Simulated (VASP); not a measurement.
# Br (I4/mmm) in VASP: further runs, part 2 of 2

VASP 6.6.1. The steps go on from the part before.

## Step 5: Single point, PBE

File INCAR:

```
SYSTEM = Br
ALGO = Fast
EDIFF = 1E-6
ENCUT = 520
GGA = PE
ISIF = 2
ISMEAR = 0
LASPH = .TRUE.
LCHARG = .TRUE.
LELF = .TRUE.
LREAL = .FALSE.
LVHAR = .TRUE.
LWAVE = .FALSE.
NBANDS = 10
NELM = 80
PREC = Accurate
SIGMA = 0.05
```

File KPOINTS:

```
k-points
0
G
  13 13 13
  0 0 0
```

File POSCAR:

```
Br
1.0
   -1.4234917050      1.4234917050      3.5775173700
    1.4234917050     -1.4234917050      3.5775173700
    1.4234917050      1.4234917050     -3.5775173700
Br
1
Cartesian
    0.0000000000      0.0000000000      0.0000000000
```

Potentials or basis: VASP PAW PBE potentials, release 54 (Br).

Command:

```bash
$ cat potpaw_PBE.54/Br/POTCAR > POTCAR
$ mpirun -np 1 vasp_std > vasp.out
```

OUTCAR:

```text
SYSTEM = Br
   EDIFF = 1E-6
   ENCUT = 520
   GGA = PE
   ISIF = 2
   ISMEAR = 0
   LASPH = .TRUE.
   LREAL = .FALSE.
   NELM = 80
   PREC = Accurate

 ion  position               nearest neighbor table
   1  0.000  0.000  0.000-

  LATTYP: Found a body centered tetragonal cell.
 ALAT       =     2.8469834100
 C/A-ratio  =     2.5131986069

  Lattice vectors:

 A1 = (  -1.4234917050,   1.4234917050,   3.5775173700)
 A2 = (   1.4234917050,  -1.4234917050,   3.5775173700)
 A3 = (   1.4234917050,   1.4234917050,  -3.5775173700)

Analysis of symmetry for initial positions (statically):
=====================================================================
 Subroutine PRICEL returns:
 Original cell was already a primitive cell.

 Routine SETGRP: Setting up the symmetry group for a
 body centered tetragonal supercell.

 Subroutine GETGRP returns: Found 16 space group operations
 (whereof 16 operations were pure point group operations)
 out of a pool of 16 trial point group operations.

The static configuration has the point symmetry D_4h.

Analysis of symmetry for dynamics (positions and initial velocities):
=====================================================================
 Subroutine PRICEL returns:
 Original cell was already a primitive cell.

 Routine SETGRP: Setting up the symmetry group for a
 body centered tetragonal supercell.

 Subroutine GETGRP returns: Found 16 space group operations
 (whereof 16 operations were pure point group operations)
 out of a pool of 16 trial point group operations.

The dynamic configuration has the point symmetry D_4h.

 Subroutine INISYM returns: Found 16 space group operations
 (whereof 16 operations are pure point group operations),
 and found     1 'primitive' translations

----------------------------------------------------------------------------------------

                                     Primitive cell

  volume of cell :      28.9969

  direct lattice vectors                    reciprocal lattice vectors
    -1.423491705  1.423491705  3.577517370     0.000000000  0.351248973  0.139761725
     1.423491705 -1.423491705  3.577517370     0.351248973  0.000000000  0.139761725
     1.423491705  1.423491705 -3.577517370     0.351248973  0.351248973  0.000000000

  length of vectors
     4.105032010  4.105032010  4.105032010     0.378033307  0.378033307  0.496741062

  position of ions in fractional coordinates (direct lattice)
     0.000000000  0.000000000  0.000000000

  ion indices of the primitive-cell ions
   primitive index   ion index
                 1           1

----------------------------------------------------------------------------------------

 KPOINTS: k-points

Automatic generation of k-mesh.
 Grid dimensions read from file:
 generate k-points for:   13   13   13

 Generating k-lattice:

  Cartesian coordinates                     Fractional coordinates (reciprocal lattice)
     0.000000000  0.027019152  0.010750902     0.076923077  0.000000000 -0.000000000
     0.027019152  0.000000000  0.010750902     0.000000000  0.076923077 -0.000000000
     0.027019152  0.027019152  0.000000000     0.000000000  0.000000000  0.076923077

  Length of vectors
     0.029079485  0.029079485  0.038210851

  Shift w.r.t. Gamma in fractional coordinates (k-lattice)
     0.000000000  0.000000000  0.000000000

 Subroutine IBZKPT returns following result:
 ===========================================

 Found    196 irreducible k-points:

 Following reciprocal coordinates:
            Coordinates               Weight
  0.000000  0.000000  0.000000      1.000000
  0.076923  0.000000  0.000000      8.000000
  0.153846  0.000000  0.000000      8.000000
  0.230769  0.000000  0.000000      8.000000
  0.307692  0.000000  0.000000      8.000000
  0.384615  0.000000  0.000000      8.000000
[... 42 lines left out ...]
 -0.461538  0.461538  0.000000      4.000000
  0.076923  0.076923  0.076923      8.000000
 [... further k-points ...]
   k-points           NKPTS =    196   k-points in BZ     NKDIM =    196   number of bands    NBANDS=     10
   number of dos      NEDOS =    301   number of ions     NIONS =      1
   total plane-waves  NPLWV =  32768
   dimension x,y,z NGX =    32 NGY =   32 NGZ =   32
   dimension x,y,z NGXF=    64 NGYF=   64 NGZF=   64
   ions per type =               1
   NGX,Y,Z   is equivalent  to a cutoff of  12.96, 12.96, 12.96 a.u.
   NGXF,Y,Z  is equivalent  to a cutoff of  25.92, 25.92, 25.92 a.u.
 SYSTEM =  Br
   PREC   = accura    normal or accurate (medium, high low for compatibility)
   ISTART =      0    job   : 0-new  1-cont  2-samecut
   ICHARG =      2    charge: 1-file 2-atom 10-const
   ISPIN  =      1    spin polarized calculation?
   LNONCOLLINEAR =      F non collinear calculations
   LSORBIT =      F    spin-orbit coupling
   LASPH  =      T    aspherical Exc in radial PAW
   ENCUT  =  520.0 eV  38.22 Ry    6.18 a.u.   7.63  7.63  7.63*2*pi/ulx,y,z
   NELM   =     80;   NELMIN=  2; NELMDL= -5     # of ELM steps
   EDIFF  = 0.1E-05   stopping-criterion for ELM
   LREAL  =      F    real-space projection
[... 7 lines left out ...]
   TEBEG  =    0.0;   TEEND  =   0.0 temperature during run
   PSTRESS=    0.0 pullay stress
   NELECT =       7.0000    total number of electrons
   NUPDOWN=      -1.0000    fix difference up-down
   EMIN   =  10.00;   EMAX   =-10.00  energy-range for DOS
   EFERMI =   0.00;   METHOD = LEGACY
   ISMEAR =     0;   SIGMA  =   0.05  broadening in eV -4-tet -1-fermi 0-gaus
   EFERMI_NEDOS =   21; number of points for ismear=-14 and -15
   IALGO  =     68    algorithm
   IMIX   =      4    mixing-type and parameters
     AMIX     =   0.40;   BMIX     =  1.00
     AMIX_MAG =   1.60;   BMIX_MAG =  1.00
  volume/ion in A,a.u.               =      29.00       195.68
  Fermi-wavevector in a.u.,A,eV,Ry     =   1.019351  1.926294 14.137486  1.039076
  Thomas-Fermi vector in A             =   2.152860
   LORBIT       =      0    0 simple, 1 ext, 2 COOP (PROOUT), +10 PAW based schemes
   GGA     = PE    functional components
   LHFCALC =     F    Hartree Fock is set to
   AEXX    =    0.0000 exact exchange contribution
   IVDW    =     0    specifies the selected vdW correction
   LEPSILON=     F    determine dielectric tensor
   LRPA    =     F    only Hartree local field effects (RPA)
 non-spin polarized calculation
 RMM-DIIS sequential band-by-band and
 Gauss-broadening in eV      SIGMA  =   0.05
  energy-cutoff  :      520.00
  volume of cell :       29.00
 maximum number of plane-waves:       795
   NGX = 15   NGY = 15   NGZ = 15

 number of electron       7.0000000 magnetization

 Free energy of the ion-electron system (eV)
  ---------------------------------------------------
  ext. energy  EPLUGINS =         0.00000000
  ---------------------------------------------------
  free energy    TOTEN  =        -1.44152881 eV

  energy without entropy =       -1.44064146  energy(sigma->0) =       -1.44108513

 E-fermi :   1.4721     XC(G=0):  -8.6375

 val. band max:        1.3837286144   @ k =  -0.2308   0.3077   0.0769
 cond. band min:       1.4912928902   @ k =  -0.3077   0.3846   0.1538
 fundamental gap:      0.1075642758
 Fermi energy:         1.4720869171

 k-point     1 :       0.0000    0.0000    0.0000
  band No.  band energies     occupation
      1     -14.8298      2.00000
      2      -0.8594      2.00000
      3       2.3930      0.00000
      4       2.3930      0.00000
      5       6.8799      0.00000
      6      11.2705      0.00000
      7      11.7644      0.00000
      8      17.3354      0.00000
      9      17.3354      0.00000
     10      17.9559      0.00000

 k-point     2 :       0.0769    0.0000    0.0000
  band No.  band energies     occupation
      1     -14.7564      2.00000
      2      -0.8523      2.00000
      3       1.7741      0.00000
      4       2.4380      0.00000
      5       7.1076      0.00000
      6      11.5248      0.00000
      7      12.3287      0.00000
      8      15.5116      0.00000
      9      17.4528      0.00000
     10      18.8984      0.00000
[... 482 lines left out ...]
 k-point    40 :       0.4615    0.3077    0.0000
  band No.  band energies     occupation
      1     -12.2710      2.00000
      2      -3.4060      2.00000
      3      -1.2730      2.00000
      4       0.1877      2.00000
      5       8.7763      0.00000
      6       9.6903      0.00000
      7      13.2302      0.00000
      8      15.6729      0.00000
      9      17.2936      0.00000
     10      20.2306      0.00000

 [... further k-points ...]

------------------------ aborting loop because EDIFF is reached ----------------------------------------

  FORCE on cell =-STRESS in cart. coord.  units (eV):
  Direction    XX          YY          ZZ          XY          YZ          ZX
  --------------------------------------------------------------------------------------
  -------------------------------------------------------------------------------------
  Total        0.2253625      0.2253625      0.3079497      0.0000000      0.0000000      0.0000000
  in kB       12.4520446     12.4520446     17.0152635      0.0000000      0.0000000      0.0000000
  external PRESSURE =      13.9731175 kB  Pullay stress =       0.0000000 kB

 VOLUME and BASIS-vectors are now :
 -----------------------------------------------------------------------------
  energy-cutoff  :      520.00
  volume of cell :       29.00
      direct lattice vectors                 reciprocal lattice vectors
    -1.423491705  1.423491705  3.577517370     0.000000000  0.351248973  0.139761725
     1.423491705 -1.423491705  3.577517370     0.351248973  0.000000000  0.139761725
     1.423491705  1.423491705 -3.577517370     0.351248973  0.351248973  0.000000000

 POSITION                                       TOTAL-FORCE (eV/Angst)
 -----------------------------------------------------------------------------------
      0.00000      0.00000      0.00000        -0.000000     -0.000000      0.000000
 -----------------------------------------------------------------------------------
    total drift:                               -0.000000      0.000000      0.000000

  FREE ENERGIE OF THE ION-ELECTRON SYSTEM (eV)
  ---------------------------------------------------
  free  energy   TOTEN  =        -1.4415288071 eV

  energy  without entropy=       -1.4406414608  energy(sigma->0) =       -1.44108513
```

stdout:

```text
POSCAR found type information on POSCAR Br
 POSCAR found :  1 types and       1 ions
 scaLAPACK will be used
 LDA part: xc-table for (Slater+PW92), standard interpolation
 POSCAR, INCAR and KPOINTS ok, starting setup
 FFT: planning ... GRIDC
 FFT: planning ... GRID_SOFT
 FFT: planning ... GRID
 WAVECAR not read
 entering main loop
```

Run time: 40 s. Hardware: 1 thread of Intel Xeon Platinum 8488C (Sapphire Rapids), shared host; peak memory 0.21 GiB.

What came out:

```yaml
Free_energy: -1.4415 eV
Pressure: 1.4 GPa
Band_gap_on_the_k_mesh: none (metal or under the smearing width)
```

Levels at points of the mesh, in eV from the Fermi level:
| k point | band 1 | band 2 | band 3 | band 4 | band 5 | band 6 |
| --- | --- | --- | --- | --- | --- | --- |
| (0.00, 0.00, 0.00) | -16.30 | -2.33 | 0.92 | 0.92 | 5.41 | 9.80 |

Caveat: an odd number of electrons without spin polarisation forces a metal; a magnetic or distorted state may lie lower.

## Step 6: For comparison

An earlier run on the cell as given: functional PBE; potentials or basis VASP PAW PBE potentials, release 64 (Br); cutoff 520 eV; k mesh 13 × 13 × 13; occupations fermi-dirac, width 0.05 eV; no spin polarisation.

* Pressure: 1.4 GPa
* Band gap on the k mesh: none (metal or under the smearing width)

## Step 7: The runs side by side

| task | level | potentials or basis | spin | k mesh | cutoff (eV) | smearing | mesh quality | gap on the mesh (eV) | pressure (GPa) |
| --- | --- | --- | --- | --- | --- | --- | --- | --- | --- |
| single point | PBE | VASP PAW PBE potentials, release 64 (Br_GW) | off | 5 × 5 × 5 | 500 | gaussian 0.02 eV | coarse | none | 1.4 |
| single point | PBE | VASP PAW PBE potentials, release 64 (Br_GW) | off | 8 × 8 × 8 | 500 | gaussian 0.02 eV | coarse | none | 1.4 |
| electrostatic potential | SCAN+D3 | VASP PAW PBE potentials, release 64 (Br) | SOC, no magnetisation | 10 × 10 × 10 | 520 | fermi-dirac 0.1 eV | not flagged | - | -0.2 |
| single point | PBE | VASP PAW PBE potentials, release 54 (Br) | off | 13 × 13 × 13 | 520 | gaussian 0.05 eV | not flagged | none | 1.4 |
| single point | PBE | VASP PAW PBE potentials, release 64 (Br) | off | 13 × 13 × 13 | 520 | fermi-dirac 0.05 eV | not flagged | none | 1.4 |

Alike in all rows: cell as given.

Caveats: some runs use coarse meshes; an odd number of electrons without spin polarisation forces a metal (some runs); a magnetic or distorted state may lie lower (some runs); the PAW data sets were made with another functional, which shifts forces and pressure a little (some runs).

Absolute energies hang on the potentials; compare differences alone.
